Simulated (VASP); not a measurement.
Input of a VASP 6.6.1 run:

The input INCAR:

```
SYSTEM = BN
PREC = Accurate ; ENCUT = 600
EDIFF = 1E-6 ; ISMEAR = -1
SIGMA = 0.05 ; LREAL = .FALSE.
LASPH = .TRUE. ; NELM = 60
ALGO = Fast ; ISIF = 3
LWAVE = .FALSE. ; LCHARG = .FALSE.
GGA = PE ; IVDW = 202
IBRION = 2 ; NSW = 40
EDIFFG = -0.02
```

File KPOINTS:

```
Automatic mesh
0
G
  13 13 13
  0 0 0
```

POSCAR

```
BN
1.0
    0.0000000000      1.8130010000      1.8130010000
    1.8130010000      0.0000000000      1.8130010000
    1.8130010000      1.8130010000      0.0000000000
N B
1 1
Direct
    0.2500000000      0.2500000000      0.2500000000
    0.0000000000      0.0000000000      0.0000000000
```

Potentials or basis: VASP PAW PBE potentials, release 64 (N, B).

Command:

```sh
$ cat potpaw_PBE.64/N/POTCAR potpaw_PBE.64/B/POTCAR > POTCAR
$ mpirun -np 1 vasp_std > vasp.out
```

Problem. Estimate the band gap on the k mesh.

Solution. 4.54 eV, indirect (least direct gap 8.86 eV).

Problem. Predict the dispersion energy per atom.

Solution. -0.242 eV.

Problem. Estimate the relaxed cell.

Solution. a = 2.548 Å, b = 2.548 Å, c = 2.548 Å, α = 60.00°, β = 60.00°, γ = 60.00°.

Problem. Estimate the relaxed volume.

Solution. 5.85 Å³/atom.

Step by step:
```tsv
step	energy change (eV)	largest force (eV/Å)	pressure (GPa)	volume (Å³)
1	0.0000	0.0000	-7.13	11.92
2	0.0008	0.0000	7.66	11.47
3	-0.0048	0.0000	-0.47	11.70
```

Caveat: an odd mesh through Γ misses points on the zone boundary, where band edges often lie.
